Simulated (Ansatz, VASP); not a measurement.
# Cr in VASP and in Ansatz

File INCAR:

```
SYSTEM = Cr
  ALGO = Normal
  EDIFF = 1E-6
  EDIFFG = -0.01
  ENCUT = 600
  GGA = CA
  IBRION = 2
  ISIF = 3
  ISMEAR = 0
  LASPH = .TRUE.
  LCHARG = .FALSE.
  LREAL = .FALSE.
  LWAVE = .FALSE.
  NELM = 80
  NSW = 50
  PREC = Accurate
  SIGMA = 0.05
```

The input KPOINTS:

```
k-points
0
G
  22 22 22
  0 0 0
```

POSCAR

```
Cr
1.0
   -1.3942323889      1.3942323889      1.3942323889
    1.3942323889     -1.3942323889      1.3942323889
    1.3942323889      1.3942323889     -1.3942323889
Cr
1
Direct
    0.0000000000      0.0000000000      0.0000000000
```

Input for Ansatz:

```yaml
crystal:
  lattice:
    - [-1.3942323889, 1.3942323889, 1.3942323889]
    - [1.3942323889, -1.3942323889, 1.3942323889]
    - [1.3942323889, 1.3942323889, -1.3942323889]
  atoms:
    - { symbol: Cr, position: [0.0, 0.0, 0.0] }
basis:
  ecutwfc: 420
  ecutrho_ratio: 4
kpoints:
  mp_grid: { grid: [22, 22, 22] }
hamiltonian:
  xc: lda
scf:
  occupations: { method: gaussian, width: 0.05 }
output:
  forces: true
  stress: true
  eigenvalues: true
relax:
  f_tol: 0.01
  max_steps: 30
  cell: { stress_tol: 0.05 }
```

Alike in both runs: task relaxation of cell and atoms; functional LDA; k mesh 22 × 22 × 22; occupations gaussian, width 0.05 eV; no spin polarisation.

|  | VASP | Ansatz |
| --- | --- | --- |
| version | VASP 6.6.1 | Ansatz 0.2.0 |
| potentials or method | VASP PAW LDA potentials, release 64 (Cr_pv) | scalar-relativistic, plane waves, PAW |
| plane-wave cutoff (eV) | 600 | 420 |
| valence electrons in the cell | 12 | 14 |

|  | VASP | Ansatz | Ansatz less VASP |
| --- | --- | --- | --- |
| gap on the k mesh at the Fermi level, each at its own relaxed structure (eV) | none | none | - |
| relaxed volume (Å³/atom) | 10.84 | 10.84 | 0.000 |
| relaxed cell length with the largest relative difference (Å) | 2.415 | 2.415 | 0.0000 |

A gap of «none» marks a metal or a gap that the smearing closes. The two sets of potentials don't hold the same shells in valence.

Caveats: the relaxation stopped at its first step, so nothing moved; the run has no spin polarisation, though such a crystal can be magnetic. Spin polarisation is off, so any magnetic state and its effect on volume and gap are missing.
